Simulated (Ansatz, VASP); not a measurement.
# One calculation of CoSi, two programs

```xyz
8
Lattice="4.3858 0.0000 0.0000 0.0000 4.3858 0.0000 0.0000 0.0000 4.3858" Properties=species:S:1:pos:R:3 pbc="T T T"
Co    0.6388    0.6388    0.6388
Co    1.5541    3.7471    2.8317
Co    2.8317    1.5541    3.7471
Co    3.7471    2.8317    1.5541
Si    3.6987    3.6987    3.6987
Si    2.8800    0.6871    1.5058
Si    1.5058    2.8800    0.6871
Si    0.6871    1.5058    2.8800
```

Alike in both runs: functional PBEsol; k mesh 8 × 8 × 8; occupations gaussian, width 0.1 eV; no spin polarisation.

Ansatz relaxed the structure, and its values are those at the end. VASP's run is a single point on that final structure, the one shown.

```csv
,VASP,Ansatz
version,VASP 6.6.1,Ansatz 0.2.0
potentials or method,"VASP PAW PBE potentials, release 64 (Co, Si)","scalar-relativistic, plane waves, PAW"
plane-wave cutoff (eV),520,420
valence electrons in the cell,52,84
```

|  | VASP | Ansatz | Ansatz less VASP |
| --- | --- | --- | --- |
| gap on the k mesh at the Fermi level (eV) | none | none | - |
| pressure (GPa) | 0.2 | 0.0 | -0.22 |
| rms of the force components (eV/Å) | 0.003 | 0.002 | -0.0016 |

A gap of «none» marks a metal or a gap that the smearing closes. The two sets of potentials don't hold the same shells in valence.

Caveats: the PAW data sets were made with another functional, which shifts forces and pressure a little (VASP). Spin polarisation is off, so any magnetic state and its effect on volume and gap are missing.
